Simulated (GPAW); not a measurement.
Crystal: Pt.

```xyz
1
Lattice="0.0000 1.9609 1.9609 1.9609 0.0000 1.9609 1.9609 1.9609 0.0000" Properties=species:S:1:pos:R:3 pbc="T T T"
Pt    0.0000    0.0000    0.0000
```

Base run:

- Program: GPAW 26.7.0
- Functional: PBEsol
- Potentials or basis: PAW data sets generated in the run's folder for this functional
- Cutoff: 600 eV
- Basis: pw
- k mesh: 12 × 12 × 12
- Occupations: gaussian, width 0.1 eV
- Spin: no spin polarisation

Its results: pressure -0.9 GPa.

**Question.** The run is repeated on the same cell with these changes: functional from PBEsol to BLYP; occupations from gaussian, width 0.1 eV to fermi-dirac, width 0.05 eV. What comes out?

**Answer.** Pressure 24.2 GPa.

Caveats: so large a pressure means that the cell lies far from this level's equilibrium, or that cutoff or potentials fall short (some runs).
